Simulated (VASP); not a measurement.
Write the native input for VASP 6.6.1 that does the following.

* Task: relaxation of the atoms
* Functional: PBE
* Potentials or basis: VASP PAW PBE potentials, release 64 (Ir)
* Cutoff: 600 eV
* k mesh: 16 × 16 × 16
* Occupations: methfessel-paxton, width 0.1 eV
* Spin: no spin polarisation
* Further INCAR settings: ALGO = Normal; EDIFF = 1e-07; IBRION = 2; EDIFFG = -0.01; NSW = 40

The structure of Ir lies in POSCAR:

```
Ir                                      
1.0
    0.0000000000      1.9623957162      1.9623957162
    1.9623957162      0.0000000000      1.9623957162
    1.9623957162      1.9623957162      0.0000000000
  Ir            
     1
Direct
     0.0000000000000000    0.0000000000000000    0.0000000000000000
```

The cell isn't the ideal one: a relaxed cell with its volume scaled by 1.04.

One way to write it, as run:

INCAR

```
SYSTEM = Ir
PREC     = Accurate       ! precision mode
ENCUT    = 600            ! plane-wave cutoff, eV
EDIFF    = 1E-7           ! SCF threshold, eV
ISMEAR   = 1              ! smearing method
SIGMA    = 0.1            ! smearing width, eV
LREAL    = .False.        ! projectors in reciprocal space
LASPH    = .True.         ! aspherical terms in the spheres
NELM     = 80             ! most SCF steps
ALGO     = Normal         ! electronic algorithm
ISIF     = 2              ! what is computed and relaxed
LWAVE    = .False.        ! write WAVECAR
LCHARG   = .False.        ! write CHGCAR
GGA      = PE             ! functional
IBRION   = 2              ! ionic algorithm
NSW      = 40             ! ionic steps
EDIFFG   = -0.01          ! ionic threshold
```

KPOINTS

```
regular mesh
0
Gamma
  16 16 16
  0 0 0
```

Potentials or basis: VASP PAW PBE potentials, release 64 (Ir).

The run is started by

```bash
$ cat potpaw_PBE.64/Ir/POTCAR > POTCAR
$ mpirun -np 1 vasp_std > vasp.out
```

Results of the run:

* Pressure after relaxing: -12.4 GPa
* Band gap on the k mesh: none (metal or under the smearing width)

Caveat: the relaxation stopped at its first step, so nothing moved.

Run time: 7.5 s on 1 thread of Intel(R) Xeon(R) 6975P-C (Granite Rapids), on a shared host, peak memory 0.16 GiB.
